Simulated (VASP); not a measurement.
# Ti2C (R-3m) in VASP: a series of runs, part 7 of 7

VASP 6.6.1. Earlier steps stand in the parts before.

**90. Equation of state, LDA, 12.80 Å³/atom**

Input file INCAR:

```
SYSTEM = Ti2C
  ADDGRID = .FALSE.
  ALGO = Normal
  EDIFF = 1E-6
  ENCUT = 460
  ISIF = 2
  ISMEAR = -1
  LASPH = .TRUE.
  LCHARG = .FALSE.
  LREAL = .FALSE.
  LWAVE = .FALSE.
  NELM = 100
  PREC = Accurate
  SIGMA = 0.15
```

Input file KPOINTS:

```
k-points
0
G
  13 13 13
  0 0 0
```

Input file POSCAR:

```
Ti2C
1.0
    1.5251345090      0.8805368193      4.7651425901
   -1.5251345090      0.8805368193      4.7651425901
    0.0000000000     -1.7610736387      4.7651425901
Ti C
2 1
Direct
    0.7545021700      0.7545021700      0.7545021700
    0.2454978300      0.2454978300      0.2454978300
    0.5000000000      0.5000000000      0.5000000000
```

Potentials or basis: VASP PAW LDA potentials, release 64 (Ti_sv, C).

Started as:

```bash
> cat potpaw_LDA.64/Ti_sv/POTCAR potpaw_LDA.64/C/POTCAR > POTCAR
> mpirun -np 1 vasp_std > vasp.out
```

Run time: 3.2 min. Hardware: 1 thread of Intel Xeon Platinum 8488C (Sapphire Rapids), shared host; peak memory 0.26 GiB.

These settings aren't checked as converged: the numbers below hold their error.

What came out:

```yaml
Free_energy: -29.3985 eV
Pressure: -3.2 GPa
Largest_force: 0.019 eV/Å
Band_gap_on_the_k_mesh: none (metal or under the smearing width)
```

Caveat: the cutoff is under 1.25 times the usual one of these potentials, so pressure, stress and relaxed cells hold a basis-set (Pulay) error.

**91. Equation of state, LDA, 13.59 Å³/atom**

INCAR is that of step 90.

KPOINTS is that of step 90.

Input file POSCAR:

```
Ti2C
1.0
    1.5559536106      0.8983302359      4.8614340401
   -1.5559536106      0.8983302359      4.8614340401
    0.0000000000     -1.7966604718      4.8614340401
Ti C
2 1
Direct
    0.7545021700      0.7545021700      0.7545021700
    0.2454978300      0.2454978300      0.2454978300
    0.5000000000      0.5000000000      0.5000000000
```

Started as:

```bash
> cat potpaw_LDA.64/Ti_sv/POTCAR potpaw_LDA.64/C/POTCAR > POTCAR
> mpirun -np 1 vasp_std > vasp.out
```

Run time: 3.3 min. Hardware: 1 thread of Intel Xeon Platinum 8488C (Sapphire Rapids), shared host; peak memory 0.27 GiB.

These settings aren't checked as converged: the numbers below hold their error.

What came out:

* Free energy: -29.2775 eV
* Pressure: -13.3 GPa
* Largest force: 0.606 eV/Å
* Band gap on the k mesh: none (metal or under the smearing width)

Caveat: the cutoff is under 1.25 times the usual one of these potentials, so pressure, stress and relaxed cells hold a basis-set (Pulay) error.

**92. Equation of state, LDA, 12.80 Å³/atom**

INCAR, as its differences from that of step 91:

```diff
@@ -13,2 +13,2 @@
   PREC = Accurate
-  SIGMA = 0.15
+  SIGMA = 0.4
```

KPOINTS is that of step 91.

Input file POSCAR:

```
Ti2C
1.0
    1.5251345090      0.8805368193      4.7651425901
   -1.5251345090      0.8805368193      4.7651425901
    0.0000000000     -1.7610736387      4.7651425901
Ti C
2 1
Direct
    0.7545021700      0.7545021700      0.7545021700
    0.2454978300      0.2454978300      0.2454978300
    0.5000000000      0.5000000000      0.5000000000
```

Started as:

```bash
> cat potpaw_LDA.64/Ti_sv/POTCAR potpaw_LDA.64/C/POTCAR > POTCAR
> mpirun -np 1 vasp_std > vasp.out
```

Wall time 3.2 min (1 thread of Intel Xeon Platinum 8488C (Sapphire Rapids), shared host); peak memory 0.26 GiB.

The run converged, but some of its settings lie outside the range that counts as converged, so its numbers aren't taken as properties of the crystal.

Results:

| Item | Value |
| --- | --- |
| Free energy | -29.8770 eV |
| Pressure | -0.7 GPa |
| Largest force | 0.074 eV/Å |
| Band gap on the k mesh | none (metal or under the smearing width) |

Caveat: the cutoff is under 1.25 times the usual one of these potentials, so pressure, stress and relaxed cells hold a basis-set (Pulay) error.

**93. Equation of state, LDA, 13.59 Å³/atom**

INCAR is that of step 92.

KPOINTS is that of step 92.

Input file POSCAR:

```
Ti2C
1.0
    1.5559536106      0.8983302359      4.8614340401
   -1.5559536106      0.8983302359      4.8614340401
    0.0000000000     -1.7966604718      4.8614340401
Ti C
2 1
Direct
    0.7545021700      0.7545021700      0.7545021700
    0.2454978300      0.2454978300      0.2454978300
    0.5000000000      0.5000000000      0.5000000000
```

Potentials or basis: VASP PAW LDA potentials, release 64 (Ti_sv, C).

Started as:

```bash
> cat potpaw_LDA.64/Ti_sv/POTCAR potpaw_LDA.64/C/POTCAR > POTCAR
> mpirun -np 1 vasp_std > vasp.out
```

It took 3.4 min on 1 thread of Intel Xeon Platinum 8488C (Sapphire Rapids), shared host; peak memory 0.27 GiB.

The run converged, but some of its settings lie outside the range that counts as converged, so its numbers aren't taken as properties of the crystal.

Results:

```
Free energy            : -29.7929 eV
Pressure               : -10.7 GPa
Largest force          : 0.543 eV/Å
Band gap on the k mesh : none (metal or under the smearing width)
```

Caveat: the cutoff is under 1.25 times the usual one of these potentials, so pressure, stress and relaxed cells hold a basis-set (Pulay) error.

**94. Equation of state, LDA, 12.80 Å³/atom**

INCAR, as its differences from that of step 93:

```diff
@@ -13,2 +13,2 @@
   PREC = Accurate
-  SIGMA = 0.4
+  SIGMA = 0.2
```

KPOINTS is that of step 93.

Input file POSCAR:

```
Ti2C
1.0
    1.5251345090      0.8805368193      4.7651425901
   -1.5251345090      0.8805368193      4.7651425901
    0.0000000000     -1.7610736387      4.7651425901
Ti C
2 1
Direct
    0.7545021700      0.7545021700      0.7545021700
    0.2454978300      0.2454978300      0.2454978300
    0.5000000000      0.5000000000      0.5000000000
```

Started as:

```bash
> cat potpaw_LDA.64/Ti_sv/POTCAR potpaw_LDA.64/C/POTCAR > POTCAR
> mpirun -np 1 vasp_std > vasp.out
```

Wall time 3.2 min (1 thread of Intel Xeon Platinum 8488C (Sapphire Rapids), shared host); peak memory 0.26 GiB.

The run converged, but some of its settings lie outside the range that counts as converged, so its numbers aren't taken as properties of the crystal.

What came out:

- Free energy: -29.4544 eV
- Pressure: -2.8 GPa
- Largest force: 0.031 eV/Å
- Band gap on the k mesh: none (metal or under the smearing width)

Caveat: the cutoff is under 1.25 times the usual one of these potentials, so pressure, stress and relaxed cells hold a basis-set (Pulay) error.

**95. Equation of state, LDA, 13.59 Å³/atom**

INCAR is that of step 94.

KPOINTS is that of step 94.

Input file POSCAR:

```
Ti2C
1.0
    1.5559536106      0.8983302359      4.8614340401
   -1.5559536106      0.8983302359      4.8614340401
    0.0000000000     -1.7966604718      4.8614340401
Ti C
2 1
Direct
    0.7545021700      0.7545021700      0.7545021700
    0.2454978300      0.2454978300      0.2454978300
    0.5000000000      0.5000000000      0.5000000000
```

Started as:

```bash
> cat potpaw_LDA.64/Ti_sv/POTCAR potpaw_LDA.64/C/POTCAR > POTCAR
> mpirun -np 1 vasp_std > vasp.out
```

Run time: 3.1 min. Hardware: 1 thread of Intel Xeon Platinum 8488C (Sapphire Rapids), shared host; peak memory 0.27 GiB.

These settings aren't checked as converged: the numbers below hold their error.

Results:

- Free energy: -29.3386 eV
- Pressure: -13.0 GPa
- Largest force: 0.592 eV/Å
- Band gap on the k mesh: none (metal or under the smearing width)

Caveat: the cutoff is under 1.25 times the usual one of these potentials, so pressure, stress and relaxed cells hold a basis-set (Pulay) error.

**96. Equation of state, LDA, 12.80 Å³/atom**

INCAR, as its differences from that of step 95:

```diff
@@ -13,2 +13,2 @@
   PREC = Accurate
-  SIGMA = 0.2
+  SIGMA = 0.1
```

KPOINTS is that of step 95.

Input file POSCAR:

```
Ti2C
1.0
    1.5251345090      0.8805368193      4.7651425901
   -1.5251345090      0.8805368193      4.7651425901
    0.0000000000     -1.7610736387      4.7651425901
Ti C
2 1
Direct
    0.7545021700      0.7545021700      0.7545021700
    0.2454978300      0.2454978300      0.2454978300
    0.5000000000      0.5000000000      0.5000000000
```

Potentials or basis: VASP PAW LDA potentials, release 64 (Ti_sv, C).

Started as:

```bash
> cat potpaw_LDA.64/Ti_sv/POTCAR potpaw_LDA.64/C/POTCAR > POTCAR
> mpirun -np 1 vasp_std > vasp.out
```

It took 3.4 min on 1 thread of Intel Xeon Platinum 8488C (Sapphire Rapids), shared host; peak memory 0.26 GiB.

The run converged, but some of its settings lie outside the range that counts as converged, so its numbers aren't taken as properties of the crystal.

What came out:

```
Free energy            : -29.3609 eV
Pressure               : -3.4 GPa
Largest force          : 0.005 eV/Å
Band gap on the k mesh : none (metal or under the smearing width)
```

Caveat: the cutoff is under 1.25 times the usual one of these potentials, so pressure, stress and relaxed cells hold a basis-set (Pulay) error.

**97. Equation of state, LDA, 13.59 Å³/atom**

INCAR is that of step 96.

KPOINTS is that of step 96.

Input file POSCAR:

```
Ti2C
1.0
    1.5559536106      0.8983302359      4.8614340401
   -1.5559536106      0.8983302359      4.8614340401
    0.0000000000     -1.7966604718      4.8614340401
Ti C
2 1
Direct
    0.7545021700      0.7545021700      0.7545021700
    0.2454978300      0.2454978300      0.2454978300
    0.5000000000      0.5000000000      0.5000000000
```

Started as:

```bash
> cat potpaw_LDA.64/Ti_sv/POTCAR potpaw_LDA.64/C/POTCAR > POTCAR
> mpirun -np 1 vasp_std > vasp.out
```

It took 3.3 min on 1 thread of Intel Xeon Platinum 8488C (Sapphire Rapids), shared host; peak memory 0.27 GiB.

The run converged, but some of its settings lie outside the range that counts as converged, so its numbers aren't taken as properties of the crystal.

What came out:

* Free energy: -29.2360 eV
* Pressure: -13.6 GPa
* Largest force: 0.623 eV/Å
* Band gap on the k mesh: none (metal or under the smearing width)

Caveat: the cutoff is under 1.25 times the usual one of these potentials, so pressure, stress and relaxed cells hold a basis-set (Pulay) error.

**98. Equation of state, LDA, 12.80 Å³/atom**

INCAR, as its differences from that of step 97:

```diff
@@ -13,2 +13,2 @@
   PREC = Accurate
-  SIGMA = 0.1
+  SIGMA = 0.05
```

KPOINTS is that of step 97.

Input file POSCAR:

```
Ti2C
1.0
    1.5251345090      0.8805368193      4.7651425901
   -1.5251345090      0.8805368193      4.7651425901
    0.0000000000     -1.7610736387      4.7651425901
Ti C
2 1
Direct
    0.7545021700      0.7545021700      0.7545021700
    0.2454978300      0.2454978300      0.2454978300
    0.5000000000      0.5000000000      0.5000000000
```

Started as:

```bash
> cat potpaw_LDA.64/Ti_sv/POTCAR potpaw_LDA.64/C/POTCAR > POTCAR
> mpirun -np 1 vasp_std > vasp.out
```

Run time: 3 min. Hardware: 1 thread of Intel Xeon Platinum 8488C (Sapphire Rapids), shared host; peak memory 0.26 GiB.

The run converged, but some of its settings lie outside the range that counts as converged, so its numbers aren't taken as properties of the crystal.

Results:

| Quantity | Value |
| --- | --- |
| Free energy | -29.3391 eV |
| Pressure | -3.6 GPa |
| Largest force | 0.005 eV/Å |
| Band gap on the k mesh | none (metal or under the smearing width) |

Caveat: the cutoff is under 1.25 times the usual one of these potentials, so pressure, stress and relaxed cells hold a basis-set (Pulay) error.

**99. Equation of state, LDA, 13.59 Å³/atom**

INCAR is that of step 98.

KPOINTS is that of step 98.

Input file POSCAR:

```
Ti2C
1.0
    1.5559536106      0.8983302359      4.8614340401
   -1.5559536106      0.8983302359      4.8614340401
    0.0000000000     -1.7966604718      4.8614340401
Ti C
2 1
Direct
    0.7545021700      0.7545021700      0.7545021700
    0.2454978300      0.2454978300      0.2454978300
    0.5000000000      0.5000000000      0.5000000000
```

Potentials or basis: VASP PAW LDA potentials, release 64 (Ti_sv, C).

Started as:

```bash
> cat potpaw_LDA.64/Ti_sv/POTCAR potpaw_LDA.64/C/POTCAR > POTCAR
> mpirun -np 1 vasp_std > vasp.out
```

Wall time 2.9 min (1 thread of Intel Xeon Platinum 8488C (Sapphire Rapids), shared host); peak memory 0.27 GiB.

These settings aren't checked as converged: the numbers below hold their error.

Results:

| Item | Value |
| --- | --- |
| Free energy | -29.2117 eV |
| Pressure | -13.7 GPa |
| Largest force | 0.636 eV/Å |
| Band gap on the k mesh | none (metal or under the smearing width) |

Caveat: the cutoff is under 1.25 times the usual one of these potentials, so pressure, stress and relaxed cells hold a basis-set (Pulay) error.

**100. Equation of state, LDA, 12.80 Å³/atom**

INCAR, as its differences from that of step 99:

```diff
@@ -13,2 +13,2 @@
   PREC = Accurate
-  SIGMA = 0.05
+  SIGMA = 0.02
```

KPOINTS is that of step 99.

Input file POSCAR:

```
Ti2C
1.0
    1.5251345090      0.8805368193      4.7651425901
   -1.5251345090      0.8805368193      4.7651425901
    0.0000000000     -1.7610736387      4.7651425901
Ti C
2 1
Direct
    0.7545021700      0.7545021700      0.7545021700
    0.2454978300      0.2454978300      0.2454978300
    0.5000000000      0.5000000000      0.5000000000
```

Started as:

```bash
> cat potpaw_LDA.64/Ti_sv/POTCAR potpaw_LDA.64/C/POTCAR > POTCAR
> mpirun -np 1 vasp_std > vasp.out
```

It took 2.8 min on 1 thread of Intel Xeon Platinum 8488C (Sapphire Rapids), shared host; peak memory 0.26 GiB.

These settings aren't checked as converged: the numbers below hold their error.

What came out:

```yaml
Free_energy: -29.3334 eV
Pressure: -3.6 GPa
Largest_force: 0.011 eV/Å
Band_gap_on_the_k_mesh: none (metal or under the smearing width)
```

Caveat: the cutoff is under 1.25 times the usual one of these potentials, so pressure, stress and relaxed cells hold a basis-set (Pulay) error.

**101. Equation of state, LDA, 13.59 Å³/atom**

INCAR is that of step 100.

KPOINTS is that of step 100.

Input file POSCAR:

```
Ti2C
1.0
    1.5559536106      0.8983302359      4.8614340401
   -1.5559536106      0.8983302359      4.8614340401
    0.0000000000     -1.7966604718      4.8614340401
Ti C
2 1
Direct
    0.7545021700      0.7545021700      0.7545021700
    0.2454978300      0.2454978300      0.2454978300
    0.5000000000      0.5000000000      0.5000000000
```

Started as:

```bash
> cat potpaw_LDA.64/Ti_sv/POTCAR potpaw_LDA.64/C/POTCAR > POTCAR
> mpirun -np 1 vasp_std > vasp.out
```

Run time: 2.9 min. Hardware: 1 thread of Intel Xeon Platinum 8488C (Sapphire Rapids), shared host; peak memory 0.27 GiB.

The run converged, but some of its settings lie outside the range that counts as converged, so its numbers aren't taken as properties of the crystal.

What came out:

```yaml
Free_energy: -29.2051 eV
Pressure: -13.8 GPa
Largest_force: 0.642 eV/Å
Band_gap_on_the_k_mesh: none (metal or under the smearing width)
```

Caveat: the cutoff is under 1.25 times the usual one of these potentials, so pressure, stress and relaxed cells hold a basis-set (Pulay) error.

**102. Equation of state, LDA, 12.80 Å³/atom**

INCAR, as its differences from that of step 101:

```diff
@@ -6,3 +6,3 @@
   ISIF = 2
-  ISMEAR = -1
+  ISMEAR = -5
   LASPH = .TRUE.
@@ -13,2 +13,2 @@
   PREC = Accurate
-  SIGMA = 0.02
+  SIGMA = 0.15
```

KPOINTS is that of step 101.

Input file POSCAR:

```
Ti2C
1.0
    1.5251345090      0.8805368193      4.7651425901
   -1.5251345090      0.8805368193      4.7651425901
    0.0000000000     -1.7610736387      4.7651425901
Ti C
2 1
Direct
    0.7545021700      0.7545021700      0.7545021700
    0.2454978300      0.2454978300      0.2454978300
    0.5000000000      0.5000000000      0.5000000000
```

Potentials or basis: VASP PAW LDA potentials, release 64 (Ti_sv, C).

Started as:

```bash
> cat potpaw_LDA.64/Ti_sv/POTCAR potpaw_LDA.64/C/POTCAR > POTCAR
> mpirun -np 1 vasp_std > vasp.out
```

Run time: 3 min. Hardware: 1 thread of Intel Xeon Platinum 8488C (Sapphire Rapids), shared host; peak memory 0.26 GiB.

The run converged, but some of its settings lie outside the range that counts as converged, so its numbers aren't taken as properties of the crystal.

Results:

| Quantity | Value |
| --- | --- |
| Free energy | -29.3311 eV |
| Pressure | -3.6 GPa |
| Largest force | 0.010 eV/Å |
| Band gap on the k mesh | none (metal or under the smearing width) |

Caveat: the cutoff is under 1.25 times the usual one of these potentials, so pressure, stress and relaxed cells hold a basis-set (Pulay) error; tetrahedron occupations give inexact forces and stress in metals.

**103. Equation of state, LDA, 13.59 Å³/atom**

INCAR is that of step 102.

KPOINTS is that of step 102.

Input file POSCAR:

```
Ti2C
1.0
    1.5559536106      0.8983302359      4.8614340401
   -1.5559536106      0.8983302359      4.8614340401
    0.0000000000     -1.7966604718      4.8614340401
Ti C
2 1
Direct
    0.7545021700      0.7545021700      0.7545021700
    0.2454978300      0.2454978300      0.2454978300
    0.5000000000      0.5000000000      0.5000000000
```

Started as:

```bash
> cat potpaw_LDA.64/Ti_sv/POTCAR potpaw_LDA.64/C/POTCAR > POTCAR
> mpirun -np 1 vasp_std > vasp.out
```

It took 2.8 min on 1 thread of Intel Xeon Platinum 8488C (Sapphire Rapids), shared host; peak memory 0.27 GiB.

The run converged, but some of its settings lie outside the range that counts as converged, so its numbers aren't taken as properties of the crystal.

Results:

- Free energy: -29.2030 eV
- Pressure: -13.8 GPa
- Largest force: 0.624 eV/Å
- Band gap on the k mesh: none (metal or under the smearing width)

Caveat: the cutoff is under 1.25 times the usual one of these potentials, so pressure, stress and relaxed cells hold a basis-set (Pulay) error; tetrahedron occupations give inexact forces and stress in metals.
